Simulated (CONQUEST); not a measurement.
# Hf (P6_3/mmc) in CONQUEST: notebook

Aim: see how the results for Hf move with the level of theory and the settings. Levels: B86bPBE, LDA. Tasks: relaxation of the atoms, single point.

Everything below comes from runs of CONQUEST 1.3. Logs are shortened: lines on timing, memory, paths and dates and some standing lists are left out, and cuts for length are marked.

## 1. The structure

It takes space group P6_3/mmc (No. 194, hexagonal). Conventional cell: a = 3.197 Å, b = 3.197 Å, c = 5.058 Å, α = 90.00°, β = 90.00°, γ = 120.00°. Hf (site symmetry -6m2) is surrounded by 12 Hf at 3.13 to 3.20 Å.

## 2. Relaxation of the atoms, B86bPBE

Contents of Conquest_input:

```
IO.Title Hf
IO.Coordinates coords.dat
IO.FractionalAtomicCoords T
IO.Iprint 2
IO.Iprint_init 1
General.NumberOfSpecies 1
General.PseudopotentialType hamann
General.DistanceUnits A
General.FunctionalType -105130
General.DifferentFunctional T
AtomMove.TypeOfRun sqnm
AtomMove.FullStress T
Grid.GridCutoff 100
DM.SolutionMethod diagon
Diag.MPMesh T
Diag.GammaCentred T
Diag.MPMeshX 5
Diag.MPMeshY 3
Diag.MPMeshZ 3
Diag.kT 0.00367493
minE.SCTolerance 1e-6
Diag.SmearingType 1
Diag.MPOrder 1
SC.MaxIters 100
IO.AtomChargeOutput T
AtomMove.NumSteps 30
AtomMove.WriteExtXYZ T
AtomMove.OutputFreq 1
AtomMove.WriteXSF F
AtomMove.MaxForceTol 1e-3
%block ChemicalSpeciesLabel
1 178.490 Hf
%endblock
```

Contents of coords.dat:

```
    3.1967000000     0.0000000000     0.0000000000
    0.0000000000     5.0578000000     0.0000000000
    0.0000000000     0.0000000000     5.5368468170
4
  0.0000000000   0.7500000000   0.3333333330 1 T T T
  0.5000000000   0.7500000000   0.8333333330 1 T T T
  0.0000000000   0.2500000000   0.6666666670 1 T T T
  0.5000000000   0.2500000000   0.1666666670 1 T T T
```

Potentials or basis: PseudoDojo NC PBE, SZ, grid cutoff 100 Ha.

On the command line:

```sh
> Conquest
```

Standard output:

```text
Simulation cell dimensions:     3.1967 A  x     5.0578 A  x     5.5368 A

      Atomic coordinates (A )
         Atom         X         Y         Z  Species
            1    0.0000    7.1684    3.4877        1
            2    3.0204    7.1684    8.7193        1
            3    0.0000    2.3895    6.9754        1
            4    3.0204    2.3895    1.7439        1

         Monkhorst-Pack mesh:   5 x   3 x   3 gamma-centred
        This calculation includes non-local pseudopotentials,
         with a maximum core radius of      8.28664387

    Job title: Hf
    Job to be run: SQNM atomic relaxation

    Ground state search:
      Support functions represented with PAO basis
      1:1 PAO to SF mapping
      Non-spin-polarised electrons
      Solving for the K matrix using diagonalisation
      Using order  1 Methfessel-Paxton smearing

    Integration grid size:     32 x   48 x   48

    Integration grid spacing:  0.100 A  x 0.105 A  x 0.115 A

    Number of species:  1
    --------------------------------------------------------
    |   #  mass (au)  Charge (e)  SF Rad (A )  NSF  Label  |
    --------------------------------------------------------
    |   1    178.490      12.000        4.614   10  Hf     |
    --------------------------------------------------------
          SCF tolerance:                 0.00000100
          SCF iterations:               100

    LibXC version:  6. 2. 2
    Using the GGA functional Becke 86 with modified gradient correction
    Using the GGA functional Perdew, Burke & Ernzerhof

           radial cut-off to be used is taken to be max PAO cut-off radius for this species:    8.286644

           greatest ang. mom. for making density from PAOs:  2
    Minimum blocs/proc is     1152. Maximum blocs/proc is     1152
    set_atom_dens: In set_atomic_density, electrons :      48.000000000000
 matrix_size & matrix_size_padH =           40          40

    Screened ion int: energy:    -149.491007443929 Ha

    sqnm: starting SQNM atomic relaxation
    sqnm: Tolerance:   0.0010 Ha/A  Maximum steps:   30
      PulayMixSC: Starting Pulay mixing, A_up =  0.500 A_dn =  0.500
      PulayMixSC: Spin non-polarised calculation.
          Harris-Foulkes Energy            :      -225.685609273920818 Ha
          Free Energy (E-TS)               :      -225.685469436833813 Ha
      PulayMixSC: Pulay iteration     1 residual:              0.79106E-03
          Harris-Foulkes Energy            :      -225.684367221444347 Ha
          Free Energy (E-TS)               :      -225.684200636631829 Ha
      PulayMixSC: Pulay iteration     2 residual:              0.38728E-03
          Harris-Foulkes Energy            :      -225.684008669585324 Ha
          Free Energy (E-TS)               :      -225.683847726093774 Ha
      PulayMixSC: Pulay iteration     3 residual:              0.24539E-04
          Harris-Foulkes Energy            :      -225.684010195083545 Ha
          Free Energy (E-TS)               :      -225.683846201295637 Ha
      PulayMixSC: Pulay iteration     4 residual:              0.36832E-05
          Harris-Foulkes Energy            :      -225.684009288539954 Ha
          Free Energy (E-TS)               :      -225.683845669349608 Ha
      PulayMixSC: Pulay iteration     5 residual:              0.87841E-06
      PulayMixSC: Reached SCF tolerance of  0.87841E-06 after      5 iterations
      | Number of electrons      =        48.000078
      | GS Energy with kT -> 0   =      -225.683900209079724 Ha
      | Free Energy as E-TS      =      -225.683845669349608 Ha
      |* Harris-Foulkes energy   =      -225.684009288539954 Ha
      |* DFT total energy        =      -225.684009283828146 Ha

      force: Forces on atoms (Ha/A )
      force:  Atom   X              Y              Z
      force:     1   0.0000000000   0.0000000000  -0.0069094429
      force:     2  -0.0000000000   0.0000000000  -0.0069094429
      force:     3  -0.0000000000  -0.0000000000   0.0069094429
      force:     4  -0.0000000000   0.0000000000   0.0069094429

      force: Maximum force :        0.00690944(Ha/A ) on atom         2 in z direction
      force: Force Residual:        0.00690944 Ha/A
      force: Total stress:          3.84558444     0.00000000     0.00000000 GPa
                             0.00000000     7.88069330     0.00000000
                             0.00000000     0.00000000     3.52513872
      force: Average pressure:     -5.08380549 GPa

      get_E_and_F: Change in energy during last step of electronic optimisation:  0.90654E-06

    GeomOpt - Iter:    0 MaxF:   0.00690944 Ha/A  E:    -225.68400929 Ha dE:     0.00000000 Ha

      back_lm: Initial energy is      -225.684009 Ha
      PulayMixSC: Starting Pulay mixing, A_up =  0.500 A_dn =  0.500
      PulayMixSC: Spin non-polarised calculation.
          Harris-Foulkes Energy            :      -225.684065188116790 Ha
          Free Energy (E-TS)               :      -225.683900897044765 Ha
      PulayMixSC: Pulay iteration     1 residual:              0.40219E-05
          Harris-Foulkes Energy            :      -225.684065350435446 Ha
          Free Energy (E-TS)               :      -225.683901145045070 Ha
      PulayMixSC: Pulay iteration     2 residual:              0.19499E-05
          Harris-Foulkes Energy            :      -225.684064815915718 Ha
          Free Energy (E-TS)               :      -225.683900679452051 Ha
      PulayMixSC: Pulay iteration     3 residual:              0.11731E-06
      PulayMixSC: Reached SCF tolerance of  0.11731E-06 after      3 iterations
      | Number of electrons      =        48.000077
      | GS Energy with kT -> 0   =      -225.683955391606617 Ha
      | Free Energy as E-TS      =      -225.683900679452051 Ha
      |* Harris-Foulkes energy   =      -225.684064815915718 Ha
      |* DFT total energy        =      -225.684064815843840 Ha
      get_E_and_F: Change in energy during last step of electronic optimisation:  0.53452E-06

      force: Forces on atoms (Ha/A )
      force:  Atom   X              Y              Z
      force:     1   0.0000000000  -0.0000000000  -0.0067873943
      force:     2  -0.0000000000   0.0000000000  -0.0067873942
      force:     3   0.0000000000   0.0000000000   0.0067873942
      force:     4  -0.0000000000  -0.0000000000   0.0067873943

      force: Maximum force :        0.00678739(Ha/A ) on atom         1 in z direction
      force: Force Residual:        0.00678739 Ha/A
      force: Total stress:          3.89910631     0.00000000     0.00000000 GPa
                             0.00000000     7.87760195     0.00000000
                             0.00000000     0.00000000     3.66688168
      force: Average pressure:     -5.14786331 GPa

      back_lm: Exit after    1 iterations with energy      -225.684065 Ha

      Simulation cell dimensions:     3.1967 A  x     5.0578 A  x     5.5368 A

      Atomic coordinates (A )
         Atom         X         Y         Z  Species
            1    0.0000    7.1684    3.4841        1
            2    3.0204    7.1684    8.7156        1
            3   -0.0000    2.3895    6.9791        1
            4    3.0204    2.3895    1.7475        1
    sqnm: search direction has magnitude          0.00256227

    GeomOpt - Iter:    1 MaxF:   0.00678739 Ha/A  E:    -225.68406482 Ha dE:    -0.00005553 Ha

    Force Residual:              0.00678739 Ha/A
    Maximum force:               0.00678739 Ha/A
    Force tolerance:             0.00188973 Ha/A
    Energy change:              -0.00005553 Ha
      single_step: initial energy is      -225.684065 Ha
      PulayMixSC: Starting Pulay mixing, A_up =  0.500 A_dn =  0.500
      PulayMixSC: Spin non-polarised calculation.
          Harris-Foulkes Energy            :      -225.684101545214418 Ha
          Free Energy (E-TS)               :      -225.683936926421836 Ha
      PulayMixSC: Pulay iteration     1 residual:              0.28507E-05
          Harris-Foulkes Energy            :      -225.684102062643433 Ha
          Free Energy (E-TS)               :      -225.683937493056703 Ha
      PulayMixSC: Pulay iteration     2 residual:              0.13797E-05
          Harris-Foulkes Energy            :      -225.684102064136368 Ha
          Free Energy (E-TS)               :      -225.683937534991941 Ha
[... 50 further cycles ...]
      PulayMixSC: Pulay iteration     2 residual:              0.18788E-04
          Harris-Foulkes Energy            :      -225.684619391924798 Ha
          Free Energy (E-TS)               :      -225.684538933538136 Ha
      PulayMixSC: Pulay iteration     3 residual:              0.35091E-04
          Harris-Foulkes Energy            :      -225.684611845829806 Ha
          Free Energy (E-TS)               :      -225.684531410605018 Ha
      PulayMixSC: Pulay iteration     4 residual:              0.75549E-05
          Harris-Foulkes Energy            :      -225.684611415377844 Ha
          Free Energy (E-TS)               :      -225.684531095852890 Ha
      PulayMixSC: Pulay iteration     5 residual:              0.29936E-05
          Harris-Foulkes Energy            :      -225.684611362329605 Ha
          Free Energy (E-TS)               :      -225.684531015097406 Ha
      PulayMixSC: Pulay iteration     6 residual:              0.32696E-06
      PulayMixSC: Reached SCF tolerance of  0.32696E-06 after      6 iterations
      | Number of electrons      =        48.000089
      | GS Energy with kT -> 0   =      -225.684557797508148 Ha
      | Free Energy as E-TS      =      -225.684531015097406 Ha
      |* Harris-Foulkes energy   =      -225.684611362329605 Ha
      |* DFT total energy        =      -225.684611357610038 Ha
      get_E_and_F: Change in energy during last step of electronic optimisation:  0.53048E-07
[... 17 lines left out ...]
      Atomic coordinates (A )
         Atom         X         Y         Z  Species
            1    0.0000    7.1684    3.4102        1
            2    3.0204    7.1684    8.6512        1
            3    0.0000    2.3895    7.0499        1
            4    3.0204    2.3895    1.8136        1
    sqnm: search direction has magnitude          0.01050832

    GeomOpt - Iter:   15 MaxF:   0.00220469 Ha/A  E:    -225.68461136 Ha dE:    -0.00017002 Ha

    Force Residual:              0.00137822 Ha/A
    Maximum force:               0.00220469 Ha/A
    Force tolerance:             0.00188973 Ha/A
    Energy change:              -0.00017002 Ha
      single_step: initial energy is      -225.684611 Ha
      PulayMixSC: Starting Pulay mixing, A_up =  0.500 A_dn =  0.500
      PulayMixSC: Spin non-polarised calculation.
          Harris-Foulkes Energy            :      -225.684620917383796 Ha
          Free Energy (E-TS)               :      -225.684547784881772 Ha
      PulayMixSC: Pulay iteration     1 residual:              0.10960E-04
          Harris-Foulkes Energy            :      -225.684620466948672 Ha
          Free Energy (E-TS)               :      -225.684547397362593 Ha
      PulayMixSC: Pulay iteration     2 residual:              0.90879E-05
          Harris-Foulkes Energy            :      -225.684620727769698 Ha
          Free Energy (E-TS)               :      -225.684547703618563 Ha
      PulayMixSC: Pulay iteration     3 residual:              0.90439E-05
          Harris-Foulkes Energy            :      -225.684620340908623 Ha
          Free Energy (E-TS)               :      -225.684547361391253 Ha
      PulayMixSC: Pulay iteration     4 residual:              0.52318E-05
          Harris-Foulkes Energy            :      -225.684620324586717 Ha
          Free Energy (E-TS)               :      -225.684547254048169 Ha
      PulayMixSC: Pulay iteration     5 residual:              0.61238E-06
      PulayMixSC: Reached SCF tolerance of  0.61238E-06 after      5 iterations
      | Number of electrons      =        48.000091
      | GS Energy with kT -> 0   =      -225.684571610894352 Ha
      | Free Energy as E-TS      =      -225.684547254048169 Ha
      |* Harris-Foulkes energy   =      -225.684620324586717 Ha
      |* DFT total energy        =      -225.684620316556419 Ha
      get_E_and_F: Change in energy during last step of electronic optimisation:  0.16322E-07
[... 17 lines left out ...]
      Atomic coordinates (A )
         Atom         X         Y         Z  Species
            1   -0.0000    7.1684    3.4018        1
            2    3.0204    7.1684    8.6388        1
            3   -0.0000    2.3895    7.0596        1
            4    3.0204    2.3895    1.8247        1
    sqnm: search direction has magnitude          0.00192664

    GeomOpt - Iter:   16 MaxF:   0.00065082 Ha/A  E:    -225.68462032 Ha dE:    -0.00000896 Ha

    Force Residual:              0.00047718 Ha/A
    Maximum force:               0.00065082 Ha/A
    Force tolerance:             0.00188973 Ha/A
    Energy change:              -0.00000896 Ha

    GeomOpt converged in   16 iterations
    sqnm: maximum force below threshold:      0.00065 Ha/A

    BIBLIOGRAPHY: Please consider citing the following references in the conquest.bib file

    CONQUEST:         Bowler2002pt, Miyazaki2004, Nakata2020
    Basis:            Bowler2019
    DM:               Bowler:2006xr
    Pseudopotentials: Hamann2013, Bowler2019
    XC references from LibXC:
      A. D. Becke.,  J. Chem. Phys. 84, 4524 (1986)
      J. P. Perdew, K. Burke, and M. Ernzerhof.,  Phys. Rev. Lett. 77, 3865 (1996)

    Warnings written to file Conquest_warnings; please check
```

Run time: 5.5 min. Hardware: 1 thread of Intel Xeon Platinum 8488C (Sapphire Rapids), shared host; peak memory 0.54 GiB.

Results:

```
Free energy                  : -6141.1894 eV
Energy gained by relaxing    : 4.2 meV/atom
Ionic steps                  : 17
Pressure after relaxing      : -5.2 GPa
Largest force after relaxing : 0.018 eV/Å
Band gap on the k mesh       : none (metal or under the smearing width)
```

Forces on the atoms (eV/Å):
```
Hf   0.000  0.000  0.018
Hf   0.000  0.000 -0.014
Hf   0.000  0.000 -0.010
Hf   0.000  0.000  0.008
```

Stress tensor (GPa, compression positive):
```
-3.07  0.00  0.00
 0.00 -7.57  0.00
 0.00  0.00 -4.92
```

The path:
```tsv
step	energy change (eV)	largest force (eV/Å)
1	0.0000	0.1880
2	-0.0015	0.1847
3	-0.0025	0.1795
4	-0.0035	0.1791
5	-0.0044	0.1808
6	-0.0054	0.1797
7	-0.0063	0.1776
8	-0.0072	0.1720
9	-0.0081	0.1680
10	-0.0088	0.1639
11	-0.0095	0.1590
12	-0.0102	0.1571
13	-0.0108	0.1495
14	-0.0113	0.1424
15	-0.0118	0.1368
16	-0.0164	0.0600
17	-0.0166	0.0177
```

Final structure:
```yaml
crystal:
  lattice:
    - [3.19670, 0.00000, 0.00000]
    - [0.00000, 5.05780, 0.00000]
    - [0.00000, 0.00000, 5.53685]
  atoms:
    - { symbol: Hf, position: [0.00000, 0.75000, 0.32512] }
    - { symbol: Hf, position: [0.50000, 0.75000, 0.82564] }
    - { symbol: Hf, position: [0.00000, 0.25000, 0.67471] }
    - { symbol: Hf, position: [0.50000, 0.25000, 0.17439] }
```

Caveat: the k mesh is coarse (spacing up to 0.41 Å⁻¹), so the values aren't converged; the log labels positions in bohr as Å; the potentials were made for another functional, which shifts forces and pressure; the atomic basis is small; the energies along the path lack the entropy term of the smearing; the basis of atomic orbitals isn't converged, which shifts pressures, moduli and gaps. Spin-orbit coupling is left out, which matters for the levels of Hf.

(Part 1 of 2 ends here.)
